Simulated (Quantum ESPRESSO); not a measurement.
The system is Na.

```
CELL_PARAMETERS angstrom
3.76700 0.00000 0.00000
-1.88350 3.26232 0.00000
0.00000 0.00000 6.15400
ATOMIC_POSITIONS crystal
Na 0.66667 0.33333 0.75000
Na 0.33333 0.66667 0.25000
```

This isn't the form of Na at room conditions, which is bcc.

- Program: Quantum ESPRESSO 7.5
- Task: single point
- Functional: PBE
- Potentials or basis: SSSP 1.3 efficiency PBE
- Cutoff: 748 eV
- Density cutoff: 5987 eV
- k mesh: 8 × 8 × 5
- Occupations: fermi-dirac, width 0.05 eV
- Spin: no spin polarisation

On this cell: pressure -0.1 GPa; largest force under 0.003 eV/Å; band gap on the k mesh none (metal or under the smearing width).

The same run follows on a disturbed copy (atoms moved at random, drawn with an rms of 0.05 Å):

```
CELL_PARAMETERS angstrom
3.76700 0.00000 0.00000
-1.88350 3.26232 0.00000
0.00000 0.00000 6.15400
ATOMIC_POSITIONS crystal
Na 0.65549 0.32378 0.74990
Na 0.32296 0.65856 0.24806
```

Question: What does the disturbed cell give?

Answer: The energy (extrapolated to zero smearing) moves by +0.0 meV/atom; pressure -0.1 GPa; largest force 0.008 eV/Å; band gap on the k mesh none (metal or under the smearing width).

Forces on the atoms (eV/Å):
```
Na   0.000  0.001 -0.008
Na   0.000 -0.001  0.008
```

Stress tensor (GPa, compression positive):
```
-0.05  0.00  0.00
 0.00 -0.04  0.00
 0.00  0.00 -0.29
```
